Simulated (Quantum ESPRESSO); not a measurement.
**La under changes of volume**

One of the cells (38.320 Å³/atom); the others are scaled copies at fixed shape and fractional positions:

```xyz
1
Lattice="-2.1238 2.1238 2.1238 2.1238 -2.1238 2.1238 2.1238 2.1238 -2.1238" Properties=species:S:1:pos:R:3 pbc="T T T"
La    0.0000    0.0000    0.0000
```

This isn't the form of La at room conditions, which is double hcp.

```yaml
Program: Quantum ESPRESSO 7.5
Functional: PBE
Potentials_or_basis: SSSP 1.3 efficiency PBE
Cutoff: 748 eV
Density_cutoff: 5987 eV
k_mesh: 9 × 9 × 9
Occupations: fermi-dirac, width 0.05 eV
Spin: no spin polarisation
```

| volume (Å³/atom) | energy over the lowest point (meV/atom) | pressure (GPa) |
| --- | --- | --- |
| 36.020 | 5.20 | 1.2 |
| 36.787 | 1.22 | 0.6 |
| 37.553 | 0.00 | 0.1 |
| 38.320 | 1.31 | -0.5 |
| 39.086 | ? | ? |
| 39.852 | 10.74 | -1.4 |
| 40.619 | 18.50 | -1.8 |

What does the run at 39.086 Å³/atom give?

Energy over the lowest point 4.95 meV/atom; pressure -0.9 GPa.

Worked out: A Birch-Murnaghan fit of order 3 (a polynomial in V^(-2/3)) to the other rows has its minimum at 37.53 Å³/atom with B0 = V·E''(V) = 26 GPa and B' = 3.1. It gives 4.95 meV/atom at 39.086 Å³/atom, against the run's 4.95, and -dE/dV = -1.0 GPa, against -0.9.

Energies are extrapolated to zero smearing.
